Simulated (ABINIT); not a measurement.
# BAs (F-43m) in ABINIT: settings compared

Aim: see how the results for BAs move with the level of theory and the settings. Levels: r2SCAN, revPBE, PBE, SOGGA. Tasks: band structure, equation of state.

All numbers are computed with ABINIT 10.8.3 (patched build); they aren't measurements. Logs are shortened: lines on timing, memory, paths and dates and some standing lists are left out, and cuts for length are marked. The log counts tension as positive stress, the text compression.

**Experimental background.**

From “Basic Physical Properties of Cubic Boron Arsenide”, 2019, arxiv:1911.11281, for a bulk crystal of BAs: bulk modulus 148 GPa.

The runs below are set against these values where they give the same quantity.

## 1. Starting point

The structure is cubic, space group F-43m (No. 216). Conventional cell: a = 4.777 Å, b = 4.777 Å, c = 4.777 Å, α = 90.00°, β = 90.00°, γ = 90.00°. As (site symmetry -43m) is surrounded by 4 B at 2.07 Å. Around B (site symmetry -43m) lie 4 As at 2.07 Å.

## 2. Band structure, r2SCAN

run.abi reads:

```
# Datasets: ground state, then fixed potential
ndtset 2

# Pseudopotentials
pp_dirpath "./"
pseudos "As.GGA_PBE-JTH_sp.xml, B.GGA_PBE-JTH.xml"

# Structure
acell 3*1.0
rprim
     0.0000000000     4.5136108487     4.5136108487
     4.5136108487     0.0000000000     4.5136108487
     4.5136108487     4.5136108487     0.0000000000
ntypat 2
znucl 33 5
natom 2
typat 1 2
xred
     0.7500000000     0.7500000000     0.7500000000
     0.0000000000     0.0000000000     0.0000000000

# Plane-wave basis
ecut 18.0
pawecutdg 36.0

# Exchange and correlation
ixc -497498
usekden 1
pawxcdev 0

# Bands and occupations
occopt 3
tsmear 0.05 eV

# SCF cycle
nstep 100

# Output
iomode 3
prtwf 0
prteig 0
prtebands 0
prtden1 1
prtkden1 1
prtvha1 1
prtvclmb1 1
prtpot1 1

# Dataset 1
kptopt1 1
ngkpt1 10 10 10
nshiftk1 1
shiftk1 0.0 0.0 0.0
nband1 8
tolvrs1 1.0e-7

# Dataset 2: bands along G-X-W-K-G-L-U-W-L-K
iscf2 -2
getden2 1
getkden2 1
nband2 12
nbdbuf2 2
tolwfr2 1.0e-12
kptopt2 -9
ndivsm2 5
prteig2 1
prtvol2 -3
kptbounds2
     0.0000000000     0.0000000000     0.0000000000
     0.5000000000     0.0000000000     0.5000000000
     0.5000000000     0.2500000000     0.7500000000
     0.3750000000     0.3750000000     0.7500000000
     0.0000000000     0.0000000000     0.0000000000
     0.5000000000     0.5000000000     0.5000000000
     0.6250000000     0.2500000000     0.6250000000
     0.5000000000     0.2500000000     0.7500000000
     0.5000000000     0.5000000000     0.5000000000
     0.3750000000     0.3750000000     0.7500000000
```

Potentials or basis: JTH PAW PBE v2.0 sp.

Command:

```console
abinit run.abi > log 2>&1
```

run.abo:

```text
.Version 10.8.3 of ABINIT
 DATASET    1 : space group F-4 3 m (#216); Bravais cF (face-center cubic)
================================================================================
 Values of the parameters that define the memory need for DATASET  1.
     intxc =       0    ionmov =       0      iscf =      17    lmnmax =       8
     lnmax =       4     mgfft =      27  mpssoang =       2    mqgrid =    3001
     natom =       2  nloc_mem =       2    nspden =       1   nspinor =       1
    nsppol =       1      nsym =      24    n1xccc =       1    ntypat =       2
    occopt =       3   xclevel =       2
       mpw =         684          nfft =       19683          nkpt =          47
 PAW method is used; the additional fine FFT grid is defined by:
   mgfftf=        36    nfftf =     46656
================================================================================
================================================================================

 DATASET    2 : space group F-4 3 m (#216); Bravais cF (face-center cubic)
================================================================================
 Values of the parameters that define the memory need for DATASET  2.
     intxc =       0    ionmov =       0      iscf =      -2    lmnmax =       8
     lnmax =       4     mgfft =      27  mpssoang =       2    mqgrid =    3001
     natom =       2  nloc_mem =       2    nspden =       1   nspinor =       1
    nsppol =       1      nsym =      24    n1xccc =       1    ntypat =       2
    occopt =       3   xclevel =       2
       mpw =         685          nfft =       19683          nkpt =          87
 PAW method is used; the additional fine FFT grid is defined by:
   mgfftf=        36    nfftf =     46656
================================================================================
================================================================================

--------------------------------------------------------------------------------
------------- Echo of variables that govern the present computation ------------
--------------------------------------------------------------------------------
 -outvars: echo values of preprocessed input variables --------
            acell      1.0000000000E+00  1.0000000000E+00  1.0000000000E+00 Bohr
              amu      7.49215900E+01  1.08110000E+01
             ecut      1.80000000E+01 Hartree
           getden1          0
           getden2          1
          getkden1          0
          getkden2          1
             iscf1         17
             iscf2         -2
              ixc     -497498
           jdtset        1    2
           kptopt1          1
           kptopt2         -9
         kptrlatt       10    0    0      0   10    0      0    0   10
          kptrlen1     6.38320968E+01
          kptrlen2     3.00000000E+01
            natom           2
            nband1          8
            nband2         12
           nbdbuf1          0
           nbdbuf2          2
           ndtset           2
           ndivsm1          0
           ndivsm2          5
            ngfft          27      27      27
          ngfftdg          36      36      36
             nkpt1         47
             nkpt2         87
            nstep         100
             nsym          24
           ntypat           2
           occopt           3
        pawecutdg      3.60000000E+01 Hartree
         pawxcdev           0
        prtebands           0
           prteig1          0
           prteig2          1
          prtkden           1
           prtpot1          1
           prtpot2          0
         prtvclmb1          1
         prtvclmb2          0
           prtvha1          1
           prtvha2          0
           prtvol1          0
           prtvol2         -3
            prtwf           0
            rprim      0.0000000000E+00  4.5136108487E+00  4.5136108487E+00
                       4.5136108487E+00  0.0000000000E+00  4.5136108487E+00
[... 260 lines left out ...]
[... 39 lines left out ...]
lattice_volume:   1.8390873E+02
convergence: {deltae:  0.000E+00, res2:  0.000E+00, residm:  9.928E-13, diffor:  0.000E+00, }
etotal    :   5.19757922E-01
entropy   :   0.00000000E+00
fermie    :   1.17415814E-01
cartesian_stress_tensor: null
pressure_GPa: null
xred      :
- [  7.5000E-01,   7.5000E-01,   7.5000E-01, As]
- [  0.0000E+00,   0.0000E+00,   0.0000E+00,  B]
cartesian_forces: null
force_length_stats: {min: null, max: null, mean: null, }
...

 Integrated electronic density in atomic spheres:
 ------------------------------------------------
 Atom  Sphere_radius  Integrated_density
    1        2.10392          2.85749328
    2        1.70617          1.73530549

================================================================================

 ----iterations are completed or convergence reached----

 Mean square residual over all n,k,spin=   37.271E-14; max=  99.282E-14
 reduced coordinates (array xred) for    2 atoms
       0.750000000000      0.750000000000      0.750000000000
       0.000000000000      0.000000000000      0.000000000000

 cartesian coordinates (angstrom) at end:
    1      3.58274999759430     3.58274999759430     3.58274999759430
    2      0.00000000000000     0.00000000000000     0.00000000000000
 length scales=  1.000000000000  1.000000000000  1.000000000000 bohr
              =  0.529177210544  0.529177210544  0.529177210544 angstroms
 Eigenvalues (hartree) for nkpt=  87  k points:
 kpt#   1, nband= 12, wtk=  1.00000, kpt=  0.0000  0.0000  0.0000 (reduced coord)
  -0.50107    0.09293    0.09293    0.09293    0.22042    0.22042    0.22042    0.28348
   0.48029    0.60594    0.60594    0.66813
 kpt#   2, nband= 12, wtk=  1.00000, kpt=  0.0357  0.0000  0.0357 (reduced coord)
  -0.49999    0.08720    0.08754    0.08754    0.21760    0.22710    0.22710    0.28874
   0.48460    0.58237    0.60723    0.67048
 kpt#   3, nband= 12, wtk=  1.00000, kpt=  0.0714  0.0000  0.0714 (reduced coord)
  -0.49675    0.07160    0.07402    0.07402    0.21049    0.24449    0.24449    0.30138
   0.49707    0.54374    0.61111    0.67757
 kpt#   4, nband= 12, wtk=  1.00000, kpt=  0.1071  0.0000  0.1071 (reduced coord)
  -0.49137    0.04928    0.05668    0.05668    0.20109    0.26819    0.26819    0.31500
   0.50854    0.51666    0.61756    0.68941
 kpt#   5, nband= 12, wtk=  1.00000, kpt=  0.1429  0.0000  0.1429 (reduced coord)
  -0.48387    0.02289    0.03828    0.03828    0.19069    0.29535    0.29535    0.32220
   0.48458    0.54191    0.62660    0.70603
 kpt#   6, nband= 12, wtk=  1.00000, kpt=  0.1786  0.0000  0.1786 (reduced coord)
  -0.47428   -0.00586    0.02023    0.02023    0.18018    0.31657    0.32442    0.32442
[... 230 lines left out ...]
  -0.36934   -0.22999   -0.08421   -0.01169    0.21055    0.34385    0.36070    0.43772
   0.53721    0.62113    0.69434    0.76536
 kpt#  84, nband= 12, wtk=  1.00000, kpt=  0.4167  0.4167  0.6667 (reduced coord)
  -0.36103   -0.22496   -0.10843   -0.02095    0.20025    0.36976    0.38815    0.42012
   0.52617    0.61298    0.72470    0.78122
 kpt#  85, nband= 12, wtk=  1.00000, kpt=  0.4028  0.4028  0.6944 (reduced coord)
  -0.35235   -0.22199   -0.12684   -0.02936    0.19090    0.36622    0.41535    0.43005
   0.51709    0.60964    0.74667    0.80755
 kpt#  86, nband= 12, wtk=  1.00000, kpt=  0.3889  0.3889  0.7222 (reduced coord)
  -0.34451   -0.22284   -0.13618   -0.03655    0.18310    0.34201    0.43959    0.45862
   0.51086    0.61334    0.75536    0.84163
 kpt#  87, nband= 12, wtk=  1.00000, kpt=  0.3750  0.3750  0.7500 (reduced coord)
  -0.33958   -0.22622   -0.13552   -0.04226    0.17709    0.31553    0.45782    0.47908
   0.51591    0.62652    0.75566    0.86408

== END DATASET(S) ==============================================================
================================================================================

 -outvars: echo values of variables after computation  --------
            acell      1.0000000000E+00  1.0000000000E+00  1.0000000000E+00 Bohr
           etotal1     5.1975792191E-01
            fcart1     2.3862449054E-28  2.3862449054E-28 -7.1587347162E-28
                      -2.3862449054E-28 -2.3862449054E-28  7.1587347162E-28
            rprim      0.0000000000E+00  4.5136108487E+00  4.5136108487E+00
                       4.5136108487E+00  0.0000000000E+00  4.5136108487E+00
                       4.5136108487E+00  4.5136108487E+00  0.0000000000E+00
           strten1    -3.9792237833E-05 -3.9792237833E-05 -3.9792237833E-05
                       0.0000000000E+00  0.0000000000E+00  0.0000000000E+00
           xangst      3.5827499976E+00  3.5827499976E+00  3.5827499976E+00
                       0.0000000000E+00  0.0000000000E+00  0.0000000000E+00
             xred      7.5000000000E-01  7.5000000000E-01  7.5000000000E-01
                       0.0000000000E+00  0.0000000000E+00  0.0000000000E+00
 Calculation completed.
```

Run time: 59 s. Hardware: 1 thread of Arm Neoverse V2, shared host; peak memory 0.11 GiB.

Results:

```yaml
Free_energy: 14.1433 eV
Pressure: 1.2 GPa
Band_gap_on_the_k_mesh: 1.37 eV, indirect (least direct gap 3.47 eV)
Band_gap_along_the_path: 1.37 eV, indirect (least direct gap 3.47 eV)
Valence_electrons_inside_the_program's_atomic_spheres: As 2.86; B 1.74
```

Levels at the corners of the path, in eV from the valence-band top:
```tsv
point	band 1	band 2	band 3	band 4	band 5	band 6	band 7	band 8
Γ	-16.16	0.00	0.00	0.00	3.47	3.47	3.47	5.19
X	-11.72	-9.07	-4.30	-4.30	1.61	1.69	12.28	12.28
W	-11.54	-8.62	-5.73	-5.45	5.79	6.55	7.25	7.50
K	-11.77	-8.68	-6.22	-3.68	2.29	6.06	9.93	10.51
Γ	-16.16	0.00	0.00	0.00	3.47	3.47	3.47	5.19
L	-13.15	-9.24	-1.93	-1.93	2.99	5.10	5.10	9.77
U	-11.77	-8.68	-6.22	-3.68	2.29	6.06	9.93	10.51
W	-11.54	-8.62	-5.73	-5.45	5.79	6.55	7.25	7.50
L	-13.15	-9.24	-1.93	-1.93	2.99	5.10	5.10	9.77
K	-11.77	-8.68	-6.22	-3.68	2.29	6.06	9.93	10.51
```

Caveat: totals of a meta-GGA on PAW files have another zero than those of a GGA; the PAW data sets were made with another functional, which shifts forces and pressure a little; this set keeps more shells in the core, which shifts pressures and gaps. r2SCAN opens gaps a little over a GGA but as a rule still falls short of measured ones.

## 3. Equation of state, revPBE

run.abi reads:

```
# Datasets: one volume each
ndtset 7
getwfk -1
scalecart1 3*0.9795861087
scalecart2 3*0.9864848297
scalecart3 3*0.9932883884
scalecart4 3*1.0000000000
scalecart5 3*1.0066227096
scalecart6 3*1.0131594038
scalecart7 3*1.0196128224

# Pseudopotentials
pp_dirpath "./"
pseudos "As.GGA_PBE-JTH.xml, B.GGA_PBE-JTH.xml"

# Structure
acell 6.3832096775 6.3832096775 6.3832096775
rprim
     0.0000000000     0.7071067812     0.7071067812
     0.7071067812     0.0000000000     0.7071067812
     0.7071067812     0.7071067812     0.0000000000
ntypat 2
znucl 33 5
natom 2
typat 1 2
xred
     0.7500000000     0.7500000000     0.7500000000
     0.0000000000     0.0000000000     0.0000000000

# Plane-wave basis
ecut 15.0
pawecutdg 30.0

# k points
kptopt 1
ngkpt 10 10 10
nshiftk 1
shiftk 0.0 0.0 0.0

# Exchange and correlation
ixc 14

# Bands and occupations
nband 13
occopt 3
tsmear 0.05 eV

# SCF cycle
nstep 100
tolvrs 1.0e-9

# Output
iomode 3
prtwf 1
prtden 0
prteig 0
prtebands 0
enunit 2
```

Potentials or basis: JTH PAW PBE v2.0.

Command:

```console
abinit run.abi > log 2>&1
```

Run time: 57 s. Hardware: 1 thread of Arm Neoverse V2, shared host; peak memory 0.13 GiB.

The run converged. Its results:

- Equilibrium volume: 14.12 Å³/atom
- Bulk modulus: 126 GPa
- Pressure derivative of the bulk modulus: 4.1

Energy against volume, from the lowest point:
```
volume (Å³/atom)  energy (meV/atom)
          12.809              56.97
          13.081              34.55
          13.354              18.17
          13.626               7.29
          13.899               1.42
          14.171               0.00
          14.444               2.69
```

Caveat: pressures at fixed basis lie under the slope of the energies; the PAW data sets were made with another functional, which shifts forces and pressure a little.

## 4. Band structure, PBE

run.abi reads:

```
# Datasets: ground state, then fixed potential
ndtset 2

# Pseudopotentials
pp_dirpath "./"
pseudos "33_As_15_1.8_2.1_pbe_n_v1.0.psp8, 05_B_3_1.5_1.7_pbe_n_v1.0.psp8"

# Structure
acell 3*1.0
rprim
     0.0000000000     4.5136108487     4.5136108487
     4.5136108487     0.0000000000     4.5136108487
     4.5136108487     4.5136108487     0.0000000000
ntypat 2
znucl 33 5
natom 2
typat 1 2
xred
     0.7500000000     0.7500000000     0.7500000000
     0.0000000000     0.0000000000     0.0000000000

# Plane-wave basis
ecut 34.0

# Exchange and correlation
ixc 11

# Bands and occupations
occopt 3
tsmear 0.05 eV

# SCF cycle
nstep 100

# Output
iomode 3
prtwf 0
prteig 0
prtebands 0
prtden1 1

# Dataset 1
kptopt1 1
ngkpt1 10 10 10
nshiftk1 1
shiftk1 0.0 0.0 0.0
nband1 13
tolvrs1 1.0e-10

# Dataset 2: bands along G-X-W-K-G-L-U-W-L-K
iscf2 -2
getden2 1
nband2 17
nbdbuf2 2
tolwfr2 1.0e-12
kptopt2 -9
ndivsm2 5
prteig2 1
kptbounds2
     0.0000000000     0.0000000000     0.0000000000
     0.5000000000     0.0000000000     0.5000000000
     0.5000000000     0.2500000000     0.7500000000
     0.3750000000     0.3750000000     0.7500000000
     0.0000000000     0.0000000000     0.0000000000
     0.5000000000     0.5000000000     0.5000000000
     0.6250000000     0.2500000000     0.6250000000
     0.5000000000     0.2500000000     0.7500000000
     0.5000000000     0.5000000000     0.5000000000
     0.3750000000     0.3750000000     0.7500000000
```

Potentials or basis: SPMS NC PBE v1.0.

Command:

```console
abinit run.abi > log 2>&1
```

Run time: 76 s. Hardware: 1 thread of Arm Neoverse V2, shared host; peak memory 0.11 GiB.

The run converged. Its results:

- Free energy: -2772.8615 eV
- Pressure: 2.7 GPa
- Band gap on the k mesh: 1.20 eV, indirect (least direct gap 3.30 eV)
- Band gap along the path: 1.21 eV, indirect (least direct gap 3.30 eV)
- Valence electrons inside the program's atomic spheres: As 12.46; B 2.56

Levels at the corners of the path, in eV from the valence-band top:
| point | band 5 | band 6 | band 7 | band 8 | band 9 | band 10 | band 11 | band 12 | band 13 | band 14 |
| --- | --- | --- | --- | --- | --- | --- | --- | --- | --- | --- |
| Γ | -35.90 | -15.40 | 0.00 | 0.00 | 0.00 | 3.30 | 3.30 | 3.30 | 4.69 | 9.61 |
| X | -35.89 | -11.22 | -8.51 | -4.07 | -4.07 | 1.47 | 1.47 | 11.40 | 11.40 | 12.89 |
| W | -35.89 | -11.06 | -8.05 | -5.47 | -5.18 | 5.29 | 5.96 | 6.84 | 7.08 | 12.36 |
| K | -35.89 | -11.26 | -8.13 | -5.94 | -3.48 | 2.07 | 5.57 | 9.25 | 9.79 | 10.65 |
| Γ | -35.90 | -15.40 | 0.00 | 0.00 | 0.00 | 3.30 | 3.30 | 3.30 | 4.69 | 9.61 |
| L | -35.90 | -12.53 | -8.77 | -1.82 | -1.82 | 2.71 | 4.82 | 4.82 | 8.92 | 12.74 |
| U | -35.89 | -11.26 | -8.13 | -5.94 | -3.48 | 2.07 | 5.57 | 9.25 | 9.79 | 10.65 |
| W | -35.89 | -11.06 | -8.05 | -5.47 | -5.18 | 5.29 | 5.96 | 6.84 | 7.08 | 12.36 |
| L | -35.90 | -12.53 | -8.77 | -1.82 | -1.82 | 2.71 | 4.82 | 4.82 | 8.92 | 12.74 |
| K | -35.89 | -11.26 | -8.13 | -5.94 | -3.48 | 2.07 | 5.57 | 9.25 | 9.79 | 10.65 |

As with any semilocal functional, this PBE gap is likely too small.

## 5. Band structure, SOGGA

run.abi, as its differences from that of step 4:

```diff
@@ -5,10 +5,10 @@
 pp_dirpath "./"
-pseudos "33_As_15_1.8_2.1_pbe_n_v1.0.psp8, 05_B_3_1.5_1.7_pbe_n_v1.0.psp8"
+pseudos "As.GGA_PBE-JTH_sp.xml, B.GGA_PBE-JTH.xml"
 
 # Structure
-acell 3*1.0
+acell 3*1.0 Angstrom
 rprim
-     0.0000000000     4.5136108487     4.5136108487
-     4.5136108487     0.0000000000     4.5136108487
-     4.5136108487     4.5136108487     0.0000000000
+     0.0000000000     2.3885000000     2.3885000000
+     2.3885000000     0.0000000000     2.3885000000
+     2.3885000000     2.3885000000     0.0000000000
 ntypat 2
@@ -17,4 +17,4 @@
 typat 1 2
-xred
-     0.7500000000     0.7500000000     0.7500000000
+xcart
+     6.7704162730     6.7704162730     6.7704162730
      0.0000000000     0.0000000000     0.0000000000
@@ -22,6 +22,7 @@
 # Plane-wave basis
-ecut 34.0
+ecut 15.0
+pawecutdg 30.0
 
 # Exchange and correlation
-ixc 11
+ixc -150130
 
@@ -39,2 +40,3 @@
 prtebands 0
+enunit 1
 prtden1 1
@@ -46,4 +48,4 @@
 shiftk1 0.0 0.0 0.0
-nband1 13
-tolvrs1 1.0e-10
+nband1 8
+tolvrs1 1.0e-9
 
@@ -52,3 +54,3 @@
 getden2 1
-nband2 17
+nband2 12
 nbdbuf2 2
```

Potentials or basis: JTH PAW PBE v2.0 sp.

Command:

```console
abinit run.abi > log 2>&1
```

Run time: 18 s. Hardware: 1 thread of Arm Neoverse V2, shared host; peak memory 0.11 GiB.

Results (log left out):

- Free energy: -252.1717 eV
- Pressure: -1.2 GPa
- Band gap on the k mesh: 1.01 eV, indirect (least direct gap 3.25 eV)
- Band gap along the path: 1.02 eV, indirect (least direct gap 3.25 eV)
- Valence electrons inside the program's atomic spheres: As 2.83; B 1.76

Levels at the corners of the path, in eV from the valence-band top:
| point | band 1 | band 2 | band 3 | band 4 | band 5 | band 6 | band 7 | band 8 |
| --- | --- | --- | --- | --- | --- | --- | --- | --- |
| Γ | -15.46 | 0.00 | 0.00 | 0.00 | 3.25 | 3.25 | 3.25 | 4.77 |
| X | -11.25 | -8.56 | -4.11 | -4.11 | 1.25 | 1.27 | 11.49 | 11.49 |
| W | -11.08 | -8.09 | -5.58 | -5.30 | 5.21 | 5.99 | 6.66 | 7.09 |
| K | -11.28 | -8.18 | -6.06 | -3.52 | 1.89 | 5.52 | 9.32 | 9.81 |
| Γ | -15.46 | 0.00 | 0.00 | 0.00 | 3.25 | 3.25 | 3.25 | 4.77 |
| L | -12.57 | -8.87 | -1.83 | -1.83 | 2.66 | 4.74 | 4.74 | 8.80 |
| U | -11.28 | -8.18 | -6.06 | -3.52 | 1.89 | 5.52 | 9.32 | 9.81 |
| W | -11.08 | -8.09 | -5.58 | -5.30 | 5.21 | 5.99 | 6.66 | 7.09 |
| L | -12.57 | -8.87 | -1.83 | -1.83 | 2.66 | 4.74 | 4.74 | 8.80 |
| K | -11.28 | -8.18 | -6.06 | -3.52 | 1.89 | 5.52 | 9.32 | 9.81 |

Caveat: the PAW data sets were made with another functional, which shifts forces and pressure a little; this set keeps more shells in the core, which shifts pressures and gaps.

## 6. Overview

| task | level | potentials or basis | cutoff (eV) | fine-grid cutoff | gap on the mesh (eV) | pressure (GPa) |
| --- | --- | --- | --- | --- | --- | --- |
| band structure | r2SCAN | JTH PAW PBE v2.0 sp | 490 | 979.61 eV | 1.37 | 1.2 |
| equation of state | revPBE | JTH PAW PBE v2.0 | 408 | 816.342 eV | - | - |
| band structure | PBE | SPMS NC PBE v1.0 | 925 | - | 1.20 | 2.7 |
| band structure | SOGGA | JTH PAW PBE v2.0 sp | 408 | 816.342 eV | 1.01 | -1.2 |

Alike in all rows: no spin polarisation; cell as given; k mesh 10 × 10 × 10; smearing fermi-dirac 0.05 eV.

Caveats: the PAW data sets were made with another functional, which shifts forces and pressure a little (some runs); this set keeps more shells in the core, which shifts pressures and gaps (some runs); totals of a meta-GGA on PAW files have another zero than those of a GGA (some runs); pressures at fixed basis lie under the slope of the energies (some runs).

Absolute energies hang on the potentials; compare differences alone.

## 7. Comparison with measurements

Step 3. Against the measured bulk modulus of BAs, 148 GPa (quoted in “Basic Physical Properties of Cubic Boron Arsenide”, 2019, arxiv:1911.11281), the calculated 126 GPa is off by -14.6 %. The fit is for a static lattice scaled at fixed shape and fixed fractional positions.
